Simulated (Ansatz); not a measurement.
Consider the ligand exchange at a B–O bond: `CC(=O)OB(F)F` + `N[SiH3]` → `FB(F)N[SiH3]` + acetic acid.

Computed with Ansatz on PBE0-D4/def2-TZVP structures; ΔE is electronic, products minus reactants. CCSD(T)/CBS is the MP2 limit (def2-TZVPP, def2-QZVPP) plus CCSD(T) − MP2 in def2-TZVPP, frozen cores. This one scheme is used for every species. DFT in def2-TZVPP. B3LYP here is the variant with VWN-RPA as its local correlation; programs differ in this. Each species was taken in one conformer, which may not be the lowest.

`CC(=O)OB(F)F`:

```xyz
10

C     0.670    1.104    1.030
C    -0.064    0.579   -0.157
O    -0.770    1.196   -0.890
O     0.211   -0.753   -0.353
B    -0.616   -1.620   -1.008
F    -1.910   -1.433   -1.123
F    -0.088   -2.730   -1.474
H     1.738    0.915    0.913
H     0.345    0.571    1.926
H     0.482    2.169    1.137
```

`N[SiH3]`:

```xyz
7

N     0.867   -0.414    0.463
Si   -0.522    0.340   -0.214
H     1.721   -0.456   -0.070
H     0.759   -1.243    1.026
H    -0.109    1.665   -0.746
H    -1.190   -0.397   -1.329
H    -1.526    0.505    0.870
```

`FB(F)N[SiH3]`:

Z-matrix (Å, degrees):
```
Si
N 1 1.745
H 1 1.483 2 110.8
H 1 1.484 2 111.1 3 121.2
H 1 1.484 2 106.3 3 -119.4
B 2 1.402 1 126.6 3 -58.5
H 2 1.008 1 117.4 3 121.6
F 6 1.330 2 120.4 1 0.0
F 6 1.328 2 122.2 1 180.0
```

`CC(=O)O`:

Cartesian coordinates in Å:
```
C -0.306 0.677 -0.608
C 0.121 -0.558 0.117
O 0.130 -1.672 -0.331
O 0.511 -0.284 1.376
H -1.131 1.152 -0.073
H 0.518 1.393 -0.636
H -0.613 0.420 -1.618
H 0.769 -1.128 1.773
```

| level | ΔE (eV) |
| --- | --- |
| B3LYP-D4 | -0.28 |
| CAM-B3LYP-D4 | -0.28 |
| ωB97M-V | -0.29 |
| B2PLYP | -0.28 |
| LC-ωPBE | -0.32 |
| CCSD/def2-SVP | -0.28 |
| SCS-MP2/def2-TZVPP | -0.27 |
| HF/CBS(def2) | -0.21 |

Task: What does CCSD(T)/CBS give? (An estimate is asked.)

Result: The calculation gave: -0.28 eV. The listed levels differ from it by 0.00, 0.00, -0.01, 0.00, -0.04, 0.00, 0.01, 0.07 eV.

Task: What do rigid-rotor, harmonic-oscillator terms from PBE0-D4/def2-TZVP frequencies (298.15 K, 1 bar) make of the CCSD(T)/CBS value? (Estimate.)

Result: The calculation gave: ΔZPE = +0.05 eV, ΔH = -0.24 eV, ΔS = 2 J/(mol·K), ΔG = -0.25 eV. Modes under 50 cm⁻¹ make the entropy rough.

Largest T1 diagnostic among the species: 0.015.

In def2-TZVPP, CCSD(T) changes the Hartree–Fock value by −0.05 eV (the triples alone add −0.00 eV) and MP2 by −0.06 eV. Leaving LDA and LC-ωPBE aside and taking each functional with its dispersion term where it has one, the values, not all of them listed here, spread over 0.08 eV, from PBE-D4 to B97M-V.

CCSD(T)/CBS has its own doubt, a few kJ/mol and more with outer-core shells, so smaller differences from it don't rank the levels.
